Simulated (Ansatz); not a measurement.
Be₄S: rattling a relaxed structure

The cell was found from a structure generator's guess, not taken from experiment.

Computed with Ansatz 0.2.0, DFT PBE, scalar-relativistic, plane waves, PAW. Settings: cutoff 420 eV, Γ-centred mesh 12×12×12 on the computed 5-atom cell, Gaussian smearing of 0.10 eV; no spin polarisation.

The cell below (5 atoms, space group R-3m (No. 166)) is relaxed within its symmetry.

```
Be S
1.0
     2.19136    1.26518    3.88526
    -2.19136    1.26518    3.88526
     0.00000   -2.53036    3.88526
Be S
4 1
Direct
  0.50000 0.50000 0.00000
  0.00000 0.50000 0.50000
  0.50000 0.00000 0.50000
  0.50000 0.50000 0.50000
  0.00000 0.00000 0.00000
```

For the test a repeat of it with 10 atoms (edges 4.38, 4.64, 7.59 Å) was strained at random (σ = 1.5 % a component), the atoms were moved at random (σ = 0.15 Å), and all was relaxed again on a coarse 6×6×4 mesh (in the run’s order of axes) with 0.20 eV smearing, with no symmetry imposed.

Question: What happens?

Answer: It doesn't return. The energy falls by 522 meV/atom on that mesh, the volume changes by -15.3 %, and the end has space group Cc (No. 9) at a loose tolerance. Relaxed again on a 12×12×4 mesh with 0.10 eV smearing, the new structure lies 523 meV/atom below the first (mesh in the axes of the run's cell; the cell below is made exact in the group named). Space group Cc (No. 9), monoclinic, a = 3.627 Å, b = 6.304 Å, c = 9.627 Å, β = 91.6°. Be on its first site is surrounded by 3 S at 2.19–2.29 Å and 4 Be at 2.21–2.40 Å; Be on its second site has 6 Be at 2.07–2.18 Å, 1 Be at 2.33 Å and 1 S at 2.37 Å; around Be on its third site lie 6 Be at 2.12–2.18 Å, 2 Be at 2.37–2.40 Å and 1 S at 2.42 Å; S has 6 Be at 2.19–2.42 Å; 1 more site not described.

```cif
data_structure
_symmetry_space_group_name_H-M 'P 1'
_symmetry_Int_Tables_number 1
_cell_length_a 3.6366
_cell_length_b 3.6366
_cell_length_c 9.6274
_cell_angle_alpha 90.776
_cell_angle_beta 90.776
_cell_angle_gamma 120.174
_cell_volume 110.03
loop_
_atom_site_label
_atom_site_type_symbol
_atom_site_fract_x
_atom_site_fract_y
_atom_site_fract_z
_atom_site_occupancy
Be1 Be 0.08438 0.76051 0.94955 1
Be2 Be 0.76051 0.08438 0.44955 1
Be3 Be 0.26296 0.14414 0.74532 1
Be4 Be 0.82655 0.60625 0.29188 1
Be5 Be 0.93536 0.48665 0.73563 1
Be6 Be 0.14414 0.26296 0.24532 1
Be7 Be 0.60625 0.82655 0.79188 1
Be8 Be 0.48665 0.93536 0.23563 1
S1 S 0.77972 0.11195 0.02766 1
S2 S 0.11195 0.77972 0.52766 1
```
